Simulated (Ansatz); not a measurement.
PbF2: a run of Ansatz with trial settings.

```yaml
crystal:
  lattice:
    - [0.0, 2.9579484323, 2.9579484323]
    - [2.9579484323, 0.0, 2.9579484323]
    - [2.9579484323, 2.9579484323, 0.0]
  atoms:
    - { symbol: Pb, position: [0.0, 0.0, 0.0] }
    - { symbol: F, position: [0.75, 0.75, 0.75] }
    - { symbol: F, position: [0.25, 0.25, 0.25] }
basis:
  ecutwfc: 420
kpoints:
  mp_grid: { grid: [4, 4, 4] }
hamiltonian:
  xc: pbe
scf:
  occupations: { method: fermi_dirac, width: "100 K" }
output:
  forces: true
  stress: true
  eigenvalues: true
```

Command:

```bash
ansatz run input.yaml --threads 1 --pin off --max-ram 1331MiB --backend cpu --events-out ev --progress --plain --runs-dir out
```

From the log (HF is the Harris–Foulkes energy, dr2 the density residual in eV):

```text
Pseudopotential: Pb, paw, valence charge 14, recommended cutoff 420 eV (normal)
Pseudopotential: F, paw, valence charge 7, recommended cutoff 420 eV (normal)
Crystal: 3 atoms, lattice volume = 51.761 Å³
Basis set: ecut = 420 eV, 965 PW (Γ), exchange–correlation on 60×60×60 points (8 copies of the dense FFT grid, shifted against one another)
Bands: 18, of which v1, the nominal top of the filled ones, is band 14 counted from 1 (13 counted from 0)
Symmetry: 48 space group operations
Space group: Fm-3m (ITA 225), of the structure as read, at distance tolerance 3.7e-5 Å
k-points: 8 of 64
Initial density: superposition of atomic densities, corrected by the library's trained network
SCF iter   1: HF=-13524.690702 eV  Δρ=4.60e-4  dr2=3.85e-5
SCF iter   2: HF=-13524.690240 eV  Δρ=3.32e-4  dr2=1.83e-5
SCF iter   3: HF=-13524.690299 eV  Δρ=1.38e-4  dr2=3.60e-6
SCF iter   4: HF=-13524.690320 eV  Δρ=1.12e-4  dr2=3.34e-6
SCF iter   5: HF=-13524.690322 eV  Δρ=2.68e-5  dr2=2.56e-7
SCF iter   6: F=-13524.690322 eV  HF=-13524.690322 eV  Δρ=2.70e-6  dr2=1.97e-9
SCF 1 converged in 6 iterations: F = -13524.690322 eV  dr2 = 1.97e-9
SCF converged after 6 iterations
Free energy (F): -13524.690322 eV
E sigma→0 (E₀):  -13524.690322 eV
Fermi energy:    7.332469 eV
--- Forces (eV/Å), atoms counted from 1 ---
  atom   1  Pb    -0.00000000     0.00000000     0.00000000
  atom   2  F     -0.00000000    -0.00000000     0.00000000
  atom   3  F      0.00000000    -0.00000000     0.00000000
--- Stress (GPa, compression-positive) ---
        3.150809       0.000000       0.000000
        0.000000       3.150809       0.000000
       -0.000000       0.000000       3.150809
  P = ⅓ Tr σ = 3.1508 GPa (31.508 kbar)
```

These settings were drawn at random to show what each does; none of the numbers is a converged property of the crystal.